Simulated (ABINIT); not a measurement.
# PbSe (Clausthalite) (Fm-3m) in ABINIT: further runs

The runs below take PbSe (Clausthalite) through equation of state, band structure, phonons, with LDA, PBE, PBEsol, SOGGA.

Everything below comes from runs of ABINIT 10.8.3 (patched build). Logs are shortened: lines on timing, memory, paths and dates and some standing lists are left out, and cuts for length are marked. The log counts tension as positive stress, the text compression.

**What was measured.**

A printed reference work, monograph reports, for a bulk crystal of PbSe at 4.2 K: band gap 0.15 eV (direct).

How close the calculation comes is told below.

## 1. Starting point

The structure is cubic, space group Fm-3m (No. 225). The conventional cell has a = 6.121 Å, b = 6.121 Å, c = 6.121 Å, α = 90.00°, β = 90.00°, γ = 90.00°. Around Pb (site symmetry m-3m) lie 6 Se at 3.06 Å. Se (site symmetry m-3m) is surrounded by 6 Pb at 3.06 Å.

## 2. Equation of state, LDA

Input file run.abi:

```
ndtset 7
getwfk -1
scalecart1 3*0.9795861087
scalecart2 3*0.9864848297
scalecart3 3*0.9932883884
scalecart4 3*1.0000000000
scalecart5 3*1.0066227096
scalecart6 3*1.0131594038
scalecart7 3*1.0196128224

pp_dirpath "./"
pseudos "Pb.LDA_PW-JTH_sp.xml, Se.LDA_PW-JTH.xml"

acell 3*1.0
rprim
     0.0000000000     5.7837902633     5.7837902633
     5.7837902633     0.0000000000     5.7837902633
     5.7837902633     5.7837902633     0.0000000000
ntypat 2
znucl 82 34
natom 2
typat 1 2
xred
     0.0000000000     0.0000000000     0.0000000000
     0.5000000000     0.5000000000     0.5000000000

ecut 408.170794 eV
pawecutdg 30.0

kptopt 1
ngkpt 8 8 8
nshiftk 1
shiftk 0.0 0.0 0.0

ixc 7

nband 9
occopt 3
tsmear 0.05 eV

nstep 100
tolvrs 1.0e-9

iomode 3
prtwf 1
prtden 0
prteig 0
prtebands 0
enunit 1
```

Potentials or basis: JTH PAW LDA v2.0 sp.

Launch:

```sh
abinit run.abi > log 2>&1
```

run.abo:

```text
.Version 10.8.3 of ABINIT
 DATASET    1 : space group Fm -3 m (#225); Bravais cF (face-center cubic)
================================================================================
 Values of the parameters that define the memory need for DATASET  1.
     intxc =       0    ionmov =       0      iscf =      17    lmnmax =      13
     lnmax =       5     mgfft =      30  mpssoang =       3    mqgrid =    3001
     natom =       2  nloc_mem =       2    nspden =       1   nspinor =       1
    nsppol =       1      nsym =      48    n1xccc =       1    ntypat =       2
    occopt =       3   xclevel =       1
       mpw =        1036          nfft =       27000          nkpt =          29
 PAW method is used; the additional fine FFT grid is defined by:
   mgfftf=        40    nfftf =     64000
================================================================================
================================================================================
[... 71 lines left out ...]
 DATASET    7 : space group Fm -3 m (#225); Bravais cF (face-center cubic)
================================================================================
 Values of the parameters that define the memory need for DATASET  7.
     intxc =       0    ionmov =       0      iscf =      17    lmnmax =      13
     lnmax =       5     mgfft =      30  mpssoang =       3    mqgrid =    3001
     natom =       2  nloc_mem =       2    nspden =       1   nspinor =       1
    nsppol =       1      nsym =      48    n1xccc =       1    ntypat =       2
    occopt =       3   xclevel =       1
       mpw =        1155          nfft =       27000          nkpt =          29
 PAW method is used; the additional fine FFT grid is defined by:
   mgfftf=        45    nfftf =     91125
================================================================================
================================================================================

--------------------------------------------------------------------------------
------------- Echo of variables that govern the present computation ------------
--------------------------------------------------------------------------------
 -outvars: echo values of preprocessed input variables --------
            acell      1.0000000000E+00  1.0000000000E+00  1.0000000000E+00 Bohr
              amu      2.07200000E+02  7.89600000E+01
             ecut      1.50000000E+01 Hartree
           enunit           1
           getwfk          -1
              ixc           7
           jdtset        1    2    3    4    5    6    7
         kptrlatt        8    0    0      0    8    0      0    0    8
          kptrlen1     6.41003113E+01
          kptrlen2     6.45517368E+01
          kptrlen3     6.49969353E+01
          kptrlen4     6.54361171E+01
          kptrlen5     6.58694815E+01
          kptrlen6     6.62972173E+01
          kptrlen7     6.67195040E+01
            natom           2
            nband           9
           ndtset           7
            ngfft          30      30      30
          ngfftdg1         40      40      40
          ngfftdg2         40      40      40
          ngfftdg3         45      45      45
          ngfftdg4         45      45      45
          ngfftdg5         45      45      45
          ngfftdg6         45      45      45
          ngfftdg7         45      45      45
             nkpt          29
            nstep         100
             nsym          48
           ntypat           2
           occopt           3
        pawecutdg      3.00000000E+01 Hartree
           prtden           0
        prtebands           0
           prteig           0
            rprim1     0.0000000000E+00  5.6657205976E+00  5.6657205976E+00
                       5.6657205976E+00  0.0000000000E+00  5.6657205976E+00
                       5.6657205976E+00  5.6657205976E+00  0.0000000000E+00
            rprim2     0.0000000000E+00  5.7056213529E+00  5.7056213529E+00
                       5.7056213529E+00  0.0000000000E+00  5.7056213529E+00
                       5.7056213529E+00  5.7056213529E+00  0.0000000000E+00
            rprim3     0.0000000000E+00  5.7449717095E+00  5.7449717095E+00
                       5.7449717095E+00  0.0000000000E+00  5.7449717095E+00
                       5.7449717095E+00  5.7449717095E+00  0.0000000000E+00
            rprim4     0.0000000000E+00  5.7837902633E+00  5.7837902633E+00
                       5.7837902633E+00  0.0000000000E+00  5.7837902633E+00
                       5.7837902633E+00  5.7837902633E+00  0.0000000000E+00
            rprim5     0.0000000000E+00  5.8220946266E+00  5.8220946266E+00
                       5.8220946266E+00  0.0000000000E+00  5.8220946266E+00
                       5.8220946266E+00  5.8220946266E+00  0.0000000000E+00
            rprim6     0.0000000000E+00  5.8599014949E+00  5.8599014949E+00
                       5.8599014949E+00  0.0000000000E+00  5.8599014949E+00
                       5.8599014949E+00  5.8599014949E+00  0.0000000000E+00
            rprim7     0.0000000000E+00  5.8972267145E+00  5.8972267145E+00
                       5.8972267145E+00  0.0000000000E+00  5.8972267145E+00
                       5.8972267145E+00  5.8972267145E+00  0.0000000000E+00
          spgroup         225
           tolvrs      1.00000000E-09
           tsmear      1.83746611E-03 Hartree
            typat      1  2
           useylm           1
           xangst1     0.0000000000E+00  0.0000000000E+00  0.0000000000E+00
                       2.9981702215E+00  2.9981702215E+00  2.9981702215E+00
           xangst2     0.0000000000E+00  0.0000000000E+00  0.0000000000E+00
                       3.0192847920E+00  3.0192847920E+00  3.0192847920E+00
           xangst3     0.0000000000E+00  0.0000000000E+00  0.0000000000E+00
                       3.0401081039E+00  3.0401081039E+00  3.0401081039E+00
           xangst4     0.0000000000E+00  0.0000000000E+00  0.0000000000E+00
                       3.0606499979E+00  3.0606499979E+00  3.0606499979E+00
           xangst5     0.0000000000E+00  0.0000000000E+00  0.0000000000E+00
                       3.0809197940E+00  3.0809197940E+00  3.0809197940E+00
           xangst6     0.0000000000E+00  0.0000000000E+00  0.0000000000E+00
                       3.1009263271E+00  3.1009263271E+00  3.1009263271E+00
           xangst7     0.0000000000E+00  0.0000000000E+00  0.0000000000E+00
                       3.1206779827E+00  3.1206779827E+00  3.1206779827E+00
            xcart1     0.0000000000E+00  0.0000000000E+00  0.0000000000E+00
                       5.6657205976E+00  5.6657205976E+00  5.6657205976E+00
            xcart2     0.0000000000E+00  0.0000000000E+00  0.0000000000E+00
                       5.7056213529E+00  5.7056213529E+00  5.7056213529E+00
            xcart3     0.0000000000E+00  0.0000000000E+00  0.0000000000E+00
                       5.7449717095E+00  5.7449717095E+00  5.7449717095E+00
            xcart4     0.0000000000E+00  0.0000000000E+00  0.0000000000E+00
                       5.7837902633E+00  5.7837902633E+00  5.7837902633E+00
            xcart5     0.0000000000E+00  0.0000000000E+00  0.0000000000E+00
                       5.8220946266E+00  5.8220946266E+00  5.8220946266E+00
            xcart6     0.0000000000E+00  0.0000000000E+00  0.0000000000E+00
                       5.8599014949E+00  5.8599014949E+00  5.8599014949E+00
            xcart7     0.0000000000E+00  0.0000000000E+00  0.0000000000E+00
                       5.8972267145E+00  5.8972267145E+00  5.8972267145E+00
             xred      0.0000000000E+00  0.0000000000E+00  0.0000000000E+00
                       5.0000000000E-01  5.0000000000E-01  5.0000000000E-01
            znucl       82.00000   34.00000

================================================================================

 chkinp: Checking input parameters for consistency, jdtset=   1.

 chkinp: Checking input parameters for consistency, jdtset=   2.
[... 40 lines left out ...]
 getcut: wavevector=  0.0000  0.0000  0.0000  ngfft=  40  40  40
         ecut(hartree)=     30.000   => boxcut(ratio)=   2.02472

--- Pseudopotential description ------------------------------------------------
- pspini: atom type   1  psp file is ./Pb.LDA_PW-JTH_sp.xml
 Pseudopotential format is: paw10
 basis_size (lnmax)=  5 (lmn_size= 13), orbitals=   0   0   1   1   2
 Spheres core radius: rc_sph= 2.91365156
 Shapefunction is SIN type: shapef(r)=[sin(pi*r/rshp)/(pi*r/rshp)]**2
 Radius for shape functions =  2.21205640
 Compensation charge density is not taken into account in XC energy/potential

- pspini: atom type   2  psp file is ./Se.LDA_PW-JTH.xml
 Pseudopotential format is: paw10
 basis_size (lnmax)=  4 (lmn_size=  8), orbitals=   0   0   1   1
 Spheres core radius: rc_sph= 2.21132333
 Shapefunction is BESSEL type: shapef(r,l)=aa(1,l)*jl(q(1,l)*r)+aa(2,l)*jl(q(2,l)*r)
 Radius for shape functions =  2.00656599
 Compensation charge density is not taken into account in XC energy/potential

   7.05538810E+02                                ecore*ucvol(ha*bohr**3)
--------------------------------------------------------------------------------

================================================================================

--- !BeginCycle
iteration_state: {dtset: 1, }
solver: {iscf: 17, nstep: 100, nline: 4, wfoptalg: 10, }
tolerances: {tolvrs: 1.00E-09, }
...
[... 1209 lines left out ...]
-Cartesian components of stress tensor (GPa)         [Pressure= -4.6221E+00 GPa]
- sigma(1 1)=  4.62209932E+00  sigma(3 2)=  0.00000000E+00
- sigma(2 2)=  4.62209932E+00  sigma(3 1)=  0.00000000E+00
- sigma(3 3)=  4.62209932E+00  sigma(2 1)=  0.00000000E+00

== END DATASET(S) ==============================================================
================================================================================

 -outvars: echo values of variables after computation  --------
            acell      1.0000000000E+00  1.0000000000E+00  1.0000000000E+00 Bohr
           etotal1    -1.3489837546E+01
           etotal2    -1.3490053350E+01
           etotal3    -1.3489939960E+01
           etotal4    -1.3489532827E+01
           etotal5    -1.3488861480E+01
           etotal6    -1.3487953929E+01
           etotal7    -1.3486836147E+01
            fcart1    -0.0000000000E+00 -0.0000000000E+00 -0.0000000000E+00
                      -0.0000000000E+00 -0.0000000000E+00 -0.0000000000E+00
            fcart2    -0.0000000000E+00 -0.0000000000E+00 -0.0000000000E+00
                      -0.0000000000E+00 -0.0000000000E+00 -0.0000000000E+00
            fcart3    -0.0000000000E+00 -0.0000000000E+00 -0.0000000000E+00
                      -0.0000000000E+00 -0.0000000000E+00 -0.0000000000E+00
            fcart4    -0.0000000000E+00 -0.0000000000E+00 -0.0000000000E+00
                      -0.0000000000E+00 -0.0000000000E+00 -0.0000000000E+00
            fcart5    -0.0000000000E+00 -0.0000000000E+00 -0.0000000000E+00
                      -0.0000000000E+00 -0.0000000000E+00 -0.0000000000E+00
[... 38 lines left out ...]
                       0.0000000000E+00  0.0000000000E+00  0.0000000000E+00
           xangst1     0.0000000000E+00  0.0000000000E+00  0.0000000000E+00
                       2.9981702215E+00  2.9981702215E+00  2.9981702215E+00
           xangst2     0.0000000000E+00  0.0000000000E+00  0.0000000000E+00
                       3.0192847920E+00  3.0192847920E+00  3.0192847920E+00
           xangst3     0.0000000000E+00  0.0000000000E+00  0.0000000000E+00
                       3.0401081039E+00  3.0401081039E+00  3.0401081039E+00
           xangst4     0.0000000000E+00  0.0000000000E+00  0.0000000000E+00
                       3.0606499979E+00  3.0606499979E+00  3.0606499979E+00
           xangst5     0.0000000000E+00  0.0000000000E+00  0.0000000000E+00
                       3.0809197940E+00  3.0809197940E+00  3.0809197940E+00
           xangst6     0.0000000000E+00  0.0000000000E+00  0.0000000000E+00
                       3.1009263271E+00  3.1009263271E+00  3.1009263271E+00
           xangst7     0.0000000000E+00  0.0000000000E+00  0.0000000000E+00
                       3.1206779827E+00  3.1206779827E+00  3.1206779827E+00
             xred      0.0000000000E+00  0.0000000000E+00  0.0000000000E+00
                       5.0000000000E-01  5.0000000000E-01  5.0000000000E-01
 Calculation completed.
```

Wall time 33 s (1 thread of AMD EPYC 9R14 (Zen 4), shared host); peak memory 0.13 GiB.

Results:

```
Equilibrium volume                      : 27.60 Å³/atom
Bulk modulus                            : 59 GPa
Pressure derivative of the bulk modulus : 4.4
```

Energy against volume, from the lowest point:
```tsv
volume (Å³/atom)	energy (meV/atom)
26.951	2.94
27.524	0.00
28.097	1.54
28.671	7.08
29.244	16.22
29.818	28.56
30.391	43.77
```

Caveat: pressures at fixed basis lie under the slope of the energies; this set keeps more shells in the core, which shifts pressures and gaps.

(Part 1 of 3 ends here.)
